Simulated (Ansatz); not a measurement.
# Ge₂Sb₂Te₅: a line through an energy map

Aim: follow the energy of Ge2Sb2Te5 (P-3m1, No. 164; 9 atoms in the cell) along one coordinate, lattice constant a (and b), with the other held at lattice constant c = 15.93 Å.

Method: DFT PBE, scalar-relativistic, plane waves, PAW, in Ansatz 0.2.0.

17 further runs of the same task are left out: 17 set aside as unsound or not needed.

## (1) The structure to begin with

The structure is trigonal, space group P-3m1 (No. 164). Conventional cell: a = 4.263 Å, b = 4.263 Å, c = 18.098 Å, α = 90.00°, β = 90.00°, γ = 120.00°. Ge (site symmetry 3m) has 6 Te at 2.84 to 3.32 Å as nearest neighbours. Sb (site symmetry 3m) has 6 Te at 3.02 to 3.19 Å as nearest neighbours. Te (site symmetry -3m) is surrounded by 6 Sb at 3.19 Å. Te (site symmetry 3m) has 3 Sb at 3.02 Å and 3 Ge at 3.32 Å as nearest neighbours. Te (site symmetry 3m) has 3 Ge at 2.84 Å as nearest neighbours.

Coordinates:

```
CELL_PARAMETERS angstrom
4.26295 0.00000 0.00000
-2.13147 3.69182 0.00000
0.00000 0.00000 18.09760
ATOMIC_POSITIONS crystal
Ge 0.00000 0.00000 0.33132
Ge 0.00000 0.00000 0.66868
Sb 0.33333 0.66667 0.11210
Sb 0.66667 0.33333 0.88790
Te 0.00000 0.00000 0.00000
Te 0.33333 0.66667 0.79143
Te 0.66667 0.33333 0.20857
Te 0.33333 0.66667 0.40960
Te 0.66667 0.33333 0.59040
```

It goes back to an entry of the Materials Project, which need not be the stable form.

This cell was relaxed beforehand with the same method: volume 31.65 Å³/atom, gap on the mesh 0.18 eV.

## (2) Plan of the line

The energy is mapped over the lattice constants a and c of the conventional cell.

- lattice constant a (and b): 7 values from 4.050 to 4.476 Å
- lattice constant c: 7 values from 15.93 to 20.27 Å

Nothing else is relaxed (fractional coordinates fixed). Energies count from the relaxed crystal. Points are written as (first, second).

## (3) The run at (4.050 Å, 15.93 Å)

Input file input.yaml:

```yaml
crystal:
  lattice:
    - [4.0498, 0.0, 0.0]
    - [-2.0249, 3.5072296803, 0.0]
    - [0.0, 0.0, 15.9259]
  atoms:
    - { symbol: Ge, position: [0.0, 0.0, 0.3313200918] }
    - { symbol: Ge, position: [0.0, 0.0, 0.6686799082] }
    - { symbol: Sb, position: [0.3333333333, 0.6666666667, 0.1120971408] }
    - { symbol: Sb, position: [0.6666666667, 0.3333333333, 0.8879028592] }
    - { symbol: Te, position: [0.0, 0.0, 0.0] }
    - { symbol: Te, position: [0.3333333333, 0.6666666667, 0.7914345914] }
    - { symbol: Te, position: [0.6666666667, 0.3333333333, 0.2085654086] }
    - { symbol: Te, position: [0.3333333333, 0.6666666667, 0.4096023866] }
    - { symbol: Te, position: [0.6666666667, 0.3333333333, 0.5903976134] }
basis:
  ecutwfc: 420
kpoints:
  mp_grid: { grid: [9, 9, 2] }
hamiltonian:
  xc: pbe
scf:
  occupations: { method: gaussian, width: 0.03 }
output:
  forces: true
  stress: true
  eigenvalues: true
```

On the command line:

```sh
$ ansatz run input.yaml --threads 2 --pin off --max-ram 4096MiB --backend cpu --events-out ev --progress --plain --runs-dir out
```

The log of the run, shortened:

```text
Warning: RAYON_NUM_THREADS=2 ignored (pool sized by the plan → 2); use --threads N
[...]
Pseudopotentials: kind: paw
Pseudopotential: Ge, paw, valence charge 14, recommended cutoff 420 eV (normal), Ge.paw.azcp
Pseudopotential: Sb, paw, valence charge 15, recommended cutoff 420 eV (normal), Sb.paw.azcp
Pseudopotential: Te, paw, valence charge 16, recommended cutoff 420 eV (normal), Te.paw.azcp
Functional definition: PBE
[...]
Crystal: 9 atoms, lattice volume = 226.205 Å³
Basis set: ecut = 420 eV, 4409 PW (Γ), exchange–correlation on 60×60×216 points (8 copies of the dense FFT grid, shifted against one another)
Bands: 83, of which v1, the nominal top of the filled ones, is band 69 counted from 1 (68 counted from 0)
Symmetry: 12 space group operations
Space group: P-3m1 (ITA 164), of the structure as read, at distance tolerance 6.1e-5 Å
k-points: 24 of 162
[...]
SCF iter   1: F=—  HF=-56456.956511 eV  |F-HF|=—  |Δ(HF+E_count)|=         —  Δρ=2.95e-3  dr2=3.12e-1  ethr=1.77e-3  ⟨swp⟩=6.7  Hψ=7870  notcnv=0  defer=16
[...]
SCF iter   8: F=-56456.929162 eV  HF=-56456.929162 eV  |F-HF|=5.80e-9  |Δ(HF+E_count)|=   1.37e-7  Δρ=1.79e-6  dr2=1.19e-8  ethr=7.25e-11  ⟨swp⟩=11.2  Hψ=7957  notcnv=0
[...]
SCF converged after 8 iterations
Free energy (F): -56456.929162 eV
[...]
E sigma→0 (E₀):  -56456.928773 eV
Entropy (-TS):   -0.000777 eV (-0.086 meV/atom)
Fermi energy:    12.377877 eV
[...]
--- Forces (eV/Å), atoms counted from 1 ---
  atom   1  Ge    -0.00000000     0.00000000    -1.11735279
  atom   2  Ge     0.00000000    -0.00000000     1.11735279
  atom   3  Sb    -0.00000000     0.00000000    -0.61721905
  atom   4  Sb     0.00000000    -0.00000000     0.61721905
  atom   5  Te    -0.00000000    -0.00000000     0.00000000
  atom   6  Te    -0.00000000     0.00000000    -1.90084855
  atom   7  Te     0.00000000    -0.00000000     1.90084855
  atom   8  Te     0.00000000    -0.00000000     1.69927936
[...]
--- Stress (GPa, compression-positive) ---
       16.698418      -0.000000       0.000000
       -0.000000      16.698418      -0.000000
        0.000000       0.000000      18.272389
  P = ⅓ Tr σ = 17.2231 GPa (172.231 kbar)
--- Band table (eV; the first three rows and the last of 24) ---
[...]
```

Wall time 5.8 s (2 threads of Intel Xeon 6975P-C (Granite Rapids), shared host); peak memory 0.82 GiB.

That is 293 meV/atom from the zero.

## (4) Point (4.121 Å, 15.93 Å)

input.yaml, as its differences from that of step 3:

```diff
@@ -2,4 +2,4 @@
   lattice:
-    - [4.0498, 0.0, 0.0]
-    - [-2.0249, 3.5072296803, 0.0]
+    - [4.1209, 0.0, 0.0]
+    - [-2.06045, 3.5688040865, 0.0]
     - [0.0, 0.0, 15.9259]
```

On the command line:

```sh
$ ansatz run input.yaml --threads 2 --pin off --max-ram 4096MiB --backend cpu --events-out ev --progress --plain --runs-dir out
```

The log of the run, shortened:

```text
Warning: RAYON_NUM_THREADS=2 ignored (pool sized by the plan → 2); use --threads N
[...]
[... 5 set-up lines as earlier in the session ...]
[...]
Crystal: 9 atoms, lattice volume = 234.217 Å³
Basis set: ecut = 420 eV, 4565 PW (Γ), exchange–correlation on 60×60×216 points (8 copies of the dense FFT grid, shifted against one another)
Bands: 83, of which v1, the nominal top of the filled ones, is band 69 counted from 1 (68 counted from 0)
[... 1 set-up line as earlier in the session ...]
Space group: P-3m1 (ITA 164), of the structure as read, at distance tolerance 6.2e-5 Å
k-points: 24 of 162
[...]
SCF converged after 8 iterations
Free energy (F): -56457.661234 eV
[...]
E sigma→0 (E₀):  -56457.660889 eV
Entropy (-TS):   -0.000690 eV (-0.077 meV/atom)
Fermi energy:    11.663675 eV
[...]
--- Forces (eV/Å), atoms counted from 1 ---
  atom   1  Ge     0.00000000     0.00000000    -0.89114280
  atom   2  Ge     0.00000000    -0.00000000     0.89114280
  atom   3  Sb     0.00000000     0.00000000    -0.47968666
  atom   4  Sb     0.00000000    -0.00000000     0.47968666
  atom   5  Te    -0.00000000     0.00000000     0.00000000
  atom   6  Te     0.00000000     0.00000000    -1.54040006
  atom   7  Te     0.00000000    -0.00000000     1.54040006
  atom   8  Te     0.00000000    -0.00000000     1.43447544
[...]
--- Stress (GPa, compression-positive) ---
       12.682775       0.000000      -0.000000
        0.000000      12.682775       0.000000
        0.000000       0.000000      14.937682
  P = ⅓ Tr σ = 13.4344 GPa (134.344 kbar)
--- Band table (eV; the first three rows and the last of 24) ---
[...]
```

It took 5.9 s on 2 threads of Intel Xeon 6975P-C (Granite Rapids), shared host; peak memory 0.84 GiB.

Energy on the map's scale: 211 meV/atom.

## (5) Point (4.192 Å, 15.93 Å)

input.yaml, as its differences from that of step 4:

```diff
@@ -2,4 +2,4 @@
   lattice:
-    - [4.1209, 0.0, 0.0]
-    - [-2.06045, 3.5688040865, 0.0]
+    - [4.1919, 0.0, 0.0]
+    - [-2.09595, 3.6302918901, 0.0]
     - [0.0, 0.0, 15.9259]
```

On the command line:

```sh
$ ansatz run input.yaml --threads 2 --pin off --max-ram 4096MiB --backend cpu --events-out ev --progress --plain --runs-dir out
```

The log of the run, shortened:

```text
[...]
SCF converged after 7 iterations
Free energy (F): -56458.215954 eV
[...]
E sigma→0 (E₀):  -56458.215409 eV
Entropy (-TS):   -0.001089 eV (-0.121 meV/atom)
Fermi energy:    11.000211 eV
[...]
--- Forces (eV/Å), atoms counted from 1 ---
  atom   1  Ge    -0.00000000     0.00000000    -0.69733933
  atom   2  Ge     0.00000000    -0.00000000     0.69733933
  atom   3  Sb    -0.00000000     0.00000000    -0.36734709
  atom   4  Sb     0.00000000    -0.00000000     0.36734709
  atom   5  Te     0.00000000     0.00000000     0.00000000
  atom   6  Te    -0.00000000     0.00000000    -1.21056915
  atom   7  Te    -0.00000000    -0.00000000     1.21056915
  atom   8  Te     0.00000000    -0.00000000     1.20656058
[...]
--- Stress (GPa, compression-positive) ---
        9.255126       0.000000       0.000000
        0.000000       9.255126       0.000000
        0.000000       0.000000      11.891638
  P = ⅓ Tr σ = 10.1340 GPa (101.340 kbar)
--- Band table (eV; the first three rows and the last of 24) ---
[...]
```

Run time: 7 s. Hardware: 2 threads of Intel Xeon 6975P-C (Granite Rapids), shared host; peak memory 0.84 GiB.

On the map this point reads 150 meV/atom.

## (6) Point (4.263 Å, 15.93 Å)

input.yaml, as its differences from that of step 5:

```diff
@@ -2,4 +2,4 @@
   lattice:
-    - [4.1919, 0.0, 0.0]
-    - [-2.09595, 3.6302918901, 0.0]
+    - [4.2629490295, 0.0, 0.0]
+    - [-2.1314745147, 3.6918221546, 0.0]
     - [0.0, 0.0, 15.9259]
```

On the command line:

```sh
$ ansatz run input.yaml --threads 2 --pin off --max-ram 4096MiB --backend cpu --events-out ev --progress --plain --runs-dir out
```

The log of the run, shortened:

```text
[...]
SCF converged after 8 iterations
Free energy (F): -56458.615042 eV
[...]
E sigma→0 (E₀):  -56458.614650 eV
Entropy (-TS):   -0.000784 eV (-0.087 meV/atom)
Fermi energy:    10.396887 eV
[...]
--- Forces (eV/Å), atoms counted from 1 ---
  atom   1  Ge     0.00000000    -0.00000000    -0.51966441
  atom   2  Ge     0.00000000     0.00000000     0.51966441
  atom   3  Sb     0.00000000    -0.00000000    -0.27449943
  atom   4  Sb    -0.00000000     0.00000000     0.27449943
  atom   5  Te     0.00000000     0.00000000     0.00000000
  atom   6  Te     0.00000000     0.00000000    -0.93211204
  atom   7  Te    -0.00000000    -0.00000000     0.93211204
  atom   8  Te    -0.00000000    -0.00000000     0.99057519
[...]
--- Stress (GPa, compression-positive) ---
        6.254367       0.000000       0.000000
        0.000000       6.254367      -0.000000
        0.000000      -0.000000       9.314647
  P = ⅓ Tr σ = 7.2745 GPa (72.745 kbar)
--- Band table (eV; the first three rows and the last of 24) ---
[...]
```

Run time: 6.6 s. Hardware: 2 threads of Intel Xeon 6975P-C (Granite Rapids), shared host; peak memory 0.86 GiB.

That is 105 meV/atom from the zero.

## (7) The run at (4.334 Å, 15.93 Å)

input.yaml, as its differences from that of step 6:

```diff
@@ -2,4 +2,4 @@
   lattice:
-    - [4.2629490295, 0.0, 0.0]
-    - [-2.1314745147, 3.6918221546, 0.0]
+    - [4.334, 0.0, 0.0]
+    - [-2.167, 3.7533541, 0.0]
     - [0.0, 0.0, 15.9259]
```

On the command line:

```sh
$ ansatz run input.yaml --threads 2 --pin off --max-ram 4096MiB --backend cpu --events-out ev --progress --plain --runs-dir out
```

The log of the run, shortened:

```text
Warning: RAYON_NUM_THREADS=2 ignored (pool sized by the plan → 2); use --threads N
[...]
[... 5 set-up lines as earlier in the session ...]
[...]
Crystal: 9 atoms, lattice volume = 259.067 Å³
Basis set: ecut = 420 eV, 5123 PW (Γ), exchange–correlation on 60×60×216 points (8 copies of the dense FFT grid, shifted against one another)
Bands: 83, of which v1, the nominal top of the filled ones, is band 69 counted from 1 (68 counted from 0)
[... 1 set-up line as earlier in the session ...]
Space group: P-3m1 (ITA 164), of the structure as read, at distance tolerance 6.4e-5 Å
k-points: 24 of 162
[...]
SCF converged after 8 iterations
Free energy (F): -56458.873537 eV
[...]
E sigma→0 (E₀):  -56458.873219 eV
Entropy (-TS):   -0.000636 eV (-0.071 meV/atom)
Fermi energy:    9.813324 eV
[...]
--- Forces (eV/Å), atoms counted from 1 ---
  atom   1  Ge     0.00000000    -0.00000000    -0.36230356
  atom   2  Ge     0.00000000     0.00000000     0.36230356
  atom   3  Sb     0.00000000    -0.00000000    -0.19411382
  atom   4  Sb     0.00000000     0.00000000     0.19411382
  atom   5  Te     0.00000000     0.00000000     0.00000000
  atom   6  Te     0.00000000    -0.00000000    -0.69458075
  atom   7  Te    -0.00000000     0.00000000     0.69458075
  atom   8  Te     0.00000000     0.00000000     0.79265065
[...]
--- Stress (GPa, compression-positive) ---
        3.647736       0.000000       0.000000
       -0.000000       3.647736      -0.000000
        0.000000      -0.000000       7.165529
  P = ⅓ Tr σ = 4.8203 GPa (48.203 kbar)
--- Band table (eV; the first three rows and the last of 24) ---
[...]
```

It took 6.8 s on 2 threads of Intel Xeon 6975P-C (Granite Rapids), shared host; peak memory 0.88 GiB.

On the map this point reads 77 meV/atom.

## (8) Point (4.405 Å, 15.93 Å)

input.yaml, as its differences from that of step 7:

```diff
@@ -2,4 +2,4 @@
   lattice:
-    - [4.334, 0.0, 0.0]
-    - [-2.167, 3.7533541, 0.0]
+    - [4.405, 0.0, 0.0]
+    - [-2.2025, 3.8148419037, 0.0]
     - [0.0, 0.0, 15.9259]
```

On the command line:

```sh
$ ansatz run input.yaml --threads 2 --pin off --max-ram 4096MiB --backend cpu --events-out ev --progress --plain --runs-dir out
```

The log of the run, shortened:

```text
[...]
SCF converged after 8 iterations
Free energy (F): -56459.006756 eV
[...]
E sigma→0 (E₀):  -56459.006338 eV
Entropy (-TS):   -0.000835 eV (-0.093 meV/atom)
Fermi energy:    9.260635 eV
[...]
--- Forces (eV/Å), atoms counted from 1 ---
  atom   1  Ge     0.00000000    -0.00000000    -0.22416655
  atom   2  Ge    -0.00000000     0.00000000     0.22416655
  atom   3  Sb     0.00000000    -0.00000000    -0.11961930
  atom   4  Sb     0.00000000     0.00000000     0.11961930
  atom   5  Te     0.00000000     0.00000000     0.00000000
  atom   6  Te    -0.00000000    -0.00000000    -0.48634198
  atom   7  Te     0.00000000     0.00000000     0.48634198
  atom   8  Te    -0.00000000     0.00000000     0.61536256
[...]
--- Stress (GPa, compression-positive) ---
        1.403141      -0.000000       0.000000
        0.000000       1.403141      -0.000000
        0.000000      -0.000000       5.369283
  P = ⅓ Tr σ = 2.7252 GPa (27.252 kbar)
--- Band table (eV; the first three rows and the last of 24) ---
[...]
```

Run time: 7.3 s. Hardware: 2 threads of Intel Xeon 6975P-C (Granite Rapids), shared host; peak memory 0.88 GiB.

That is 62 meV/atom from the zero.

## (9) Changed: mp_grid.shift [0.5, 0.5, 0.5]

input.yaml, as its differences from that of step 8:

```diff
@@ -18,3 +18,3 @@
 kpoints:
-  mp_grid: { grid: [9, 9, 2] }
+  mp_grid: { grid: [9, 9, 2], shift: [0.5, 0.5, 0.5] }
 hamiltonian:
@@ -25,3 +25,3 @@
   forces: true
+  eigenvalues: true
   stress: true
-  eigenvalues: true
```

On the command line:

```sh
$ ansatz run input.yaml --threads 2 --pin off --max-ram 4096MiB --backend cpu --events-out ev --progress --plain --runs-dir out
```

The log of the run, shortened:

```text
Warning: crystal.symmetry: narrowed to the stabiliser of the k-point mesh — unitary ops 12 → 4; excluded 8 operations that carry a point of the 9×9×2 mesh (shift [0.5, 0.5, 0.5]) off the mesh (the run samples exactly the mesh kpoints.mp_grid names, as under crystal.symmetry.detect: false, [...]
Warning: RAYON_NUM_THREADS=2 ignored (pool sized by the plan → 2); use --threads N
[...]
[... 5 set-up lines as earlier in the session ...]
[...]
Crystal: 9 atoms, lattice volume = 267.625 Å³
Basis set: ecut = 420 eV, 5243 PW (Γ), exchange–correlation on 60×60×216 points (8 copies of the dense FFT grid, shifted against one another)
Bands: 83, of which v1, the nominal top of the filled ones, is band 69 counted from 1 (68 counted from 0)
Symmetry: 4 space group operations
[...]
SCF iter   7: F=-56458.992768 eV  HF=-56458.992768 eV  |F-HF|=3.76e-8  |Δ(HF+E_count)|=   1.30e-8  Δρ=2.39e-6  dr2=5.56e-8  ethr=7.25e-11  ⟨swp⟩=11.0  Hψ=15973  notcnv=0
[...]
SCF converged after 7 iterations
Free energy (F): -56458.992768 eV
[...]
E sigma→0 (E₀):  -56458.992401 eV
Entropy (-TS):   -0.000733 eV (-0.081 meV/atom)
Fermi energy:    9.249253 eV
[...]
--- Forces (eV/Å), atoms counted from 1 ---
  atom   1  Ge    -0.01316896     0.00760310    -0.24347653
  atom   2  Ge     0.01316896    -0.00760310     0.24347653
  atom   3  Sb    -0.03526744     0.02036166    -0.15647760
  atom   4  Sb     0.03526744    -0.02036166     0.15647760
  atom   5  Te     0.00000000     0.00000000     0.00000000
  atom   6  Te    -0.04314756     0.02491126    -0.53349882
  atom   7  Te     0.04314756    -0.02491126     0.53349882
  atom   8  Te    -0.00346340     0.00199960     0.61973979
[...]
--- Stress (GPa, compression-positive) ---
        1.414665      -0.125386       0.046911
       -0.125386       1.269882      -0.027084
        0.046911      -0.027084       5.484503
  P = ⅓ Tr σ = 2.7230 GPa (27.230 kbar)
--- Band table (eV; the first three rows and the last of 45) ---
[...]
```

It took 12 s on 2 threads of Intel Xeon 6975P-C (Granite Rapids), shared host; peak memory 1.1 GiB.

| run | ending | energy change | pressure (GPa) | gap (eV) | force (eV/Å) | cycles | time |
| --- | --- | --- | --- | --- | --- | --- | --- |
| step 8 | converged | 0 | 2.7 | 0.00 | 0.62 | 8 | 7.3 s |
| variant | converged | +1.6 meV/atom | 2.7 | 0.00 | 0.62 | 7 | 12 s |

Changing the k-point mesh moves the energy by +1.6 meV/atom. The energy is not variational in the mesh, so the sign tells nothing. Cost: 7 SCF cycles against 8, 12 s against 7.3 s.

## (10) The run at (4.476 Å, 15.93 Å)

input.yaml, as its differences from that of step 8:

```diff
@@ -2,4 +2,4 @@
   lattice:
-    - [4.405, 0.0, 0.0]
-    - [-2.2025, 3.8148419037, 0.0]
+    - [4.4761, 0.0, 0.0]
+    - [-2.23805, 3.8764163099, 0.0]
     - [0.0, 0.0, 15.9259]
```

On the command line:

```sh
$ ansatz run input.yaml --threads 2 --pin off --max-ram 4096MiB --backend cpu --events-out ev --progress --plain --runs-dir out
```

The log of the run, shortened:

```text
Warning: RAYON_NUM_THREADS=2 ignored (pool sized by the plan → 2); use --threads N
[...]
[... 5 set-up lines as earlier in the session ...]
[...]
Crystal: 9 atoms, lattice volume = 276.334 Å³
Basis set: ecut = 420 eV, 5435 PW (Γ), exchange–correlation on 60×60×216 points (8 copies of the dense FFT grid, shifted against one another)
Bands: 83, of which v1, the nominal top of the filled ones, is band 69 counted from 1 (68 counted from 0)
[... 1 set-up line as earlier in the session ...]
Space group: P-3m1 (ITA 164), of the structure as read, at distance tolerance 6.5e-5 Å
k-points: 24 of 162
[...]
SCF converged after 7 iterations
Free energy (F): -56459.029198 eV
[...]
E sigma→0 (E₀):  -56459.028712 eV
Entropy (-TS):   -0.000973 eV (-0.108 meV/atom)
Fermi energy:    8.744586 eV
[...]
--- Forces (eV/Å), atoms counted from 1 ---
  atom   1  Ge     0.00000000     0.00000000    -0.10483750
  atom   2  Ge     0.00000000    -0.00000000     0.10483750
  atom   3  Sb     0.00000000     0.00000000    -0.05467962
  atom   4  Sb     0.00000000    -0.00000000     0.05467962
  atom   5  Te     0.00000000     0.00000000     0.00000000
  atom   6  Te    -0.00000000     0.00000000    -0.30436051
  atom   7  Te     0.00000000    -0.00000000     0.30436051
  atom   8  Te     0.00000000    -0.00000000     0.45614247
[...]
--- Stress (GPa, compression-positive) ---
       -0.521710       0.000000      -0.000000
        0.000000      -0.521710       0.000000
       -0.000000      -0.000000       3.815349
  P = ⅓ Tr σ = 0.9240 GPa (9.240 kbar)
--- Band table (eV; the first three rows and the last of 24) ---
[...]
```

Run time: 7.1 s. Hardware: 2 threads of Intel Xeon 6975P-C (Granite Rapids), shared host; peak memory 0.89 GiB.

Energy on the map's scale: 59 meV/atom.

## (11) What came out

```
lattice constant a (and b) (Å)  step  energy (meV/atom)  slope (meV/atom per Å)  pressure (GPa)  largest force on an atom (eV/Å)
                         4.050     3                293                   −1294            17.2                             1.90
                         4.121     4                211                   −1000            13.4                             1.54
                         4.192     5                150                    −742            10.1                             1.21
                         4.263     6                105                    −510             7.3                             0.99
                         4.334     7                 77                    −302             4.8                             0.79
                         4.405     8                 62                    −118             2.7                             0.61
                         4.476    10                 59                      45             0.9                             0.46
```

Energies count from the relaxed crystal. Slopes come from the forces (and the stress, where the cell changes), not from differences of energies.

```csv
run,outcome
"step 9, run with mp_grid.shift [0.5, 0.5, 0.5] (against step 8)",+1.6 meV/atom
```

The lowest point computed is at the end of the line, 4.476 Å, but the slope there points inward, so the minimum lies between it and the next point. The highest point computed, at 4.050 Å, lies 233 meV/atom above the lowest. This is one cut through a surface in two coordinates; the map's lowest point lies off it. The gap on the mesh closes on part of the grid. Spin-orbit coupling is left out for Sb, Te.
